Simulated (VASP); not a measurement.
Input of a VASP 6.6.1 run:

The input POSCAR:

```
H
1.0
   -1.6915344700      1.6915344700      2.0584739900
    1.6915344700     -1.6915344700      2.0584739900
    1.6915344700      1.6915344700     -2.0584739900
H
2
Selective dynamics
Direct
    0.0650650000      0.0848070000     -0.0029710000  F F F
    0.9070890000      0.9030550000     -0.0226940000  T T T
```

Contents of INCAR.step1:

```
PREC = Accurate
ENCUT = 520
EDIFF = 1E-5
ISMEAR = 0
SIGMA = 0.01
LREAL = Auto
LASPH = True
NELM = 80
ALGO = Normal
LWAVE = True
LCHARG = False
POTIM = 0.2
GGA = PE
```

Contents of INCAR.step2:

```
PREC = Accurate
ENCUT = 520
EDIFF = 1E-7
ISMEAR = 0
SIGMA = 0.01
LREAL = Auto
LASPH = True
NELM = 80
ALGO = Normal
ISIF = 2
LWAVE = False
LCHARG = False
GGA = B3
LHFCALC = True
AEXX = 0.2
AGGAX = 0.72
AGGAC = 0.81
ALDAC = 0.19
PRECFOCK = Fast
HFRCUT = -1
IVDW = 12
IBRION = 1
NSW = 40
EDIFFG = -0.02
POTIM = 0.2
ISTART = 1
```

KPOINTS

```
Automatic mesh
0
Gamma
  6 6 6
```

Potentials or basis: VASP PAW PBE potentials, release 64 (H).

The run is started by

```sh
$ cat potpaw_PBE.64/H/POTCAR > POTCAR
$ cp INCAR.step1 INCAR
$ mpirun -np 1 vasp_std > vasp.out
$ cp INCAR.step2 INCAR
$ mpirun -np 1 vasp_std > vasp.out
```

What does it give for the band gap on the k mesh?

10.64 eV, indirect (least direct gap 11.45 eV).

What does it give for the dispersion energy per atom?

-0.026 eV.

Predict the energy gained by relaxing.

65.9 meV/atom.

Final structure:
```yaml
crystal:
  lattice:
    - [-1.69153, 1.69153, 2.05847]
    - [1.69153, -1.69153, 2.05847]
    - [1.69153, 1.69153, -2.05847]
  atoms:
    - { symbol: H, position: [0.06506, 0.08481, 0.99703] }
    - { symbol: H, position: [0.88844, 0.88170, 0.97506] }
```

Caveat: the k mesh is coarse (spacing up to 0.44 Å⁻¹), so the values aren't converged, least of all with exact exchange. A k mesh can miss the band edges.
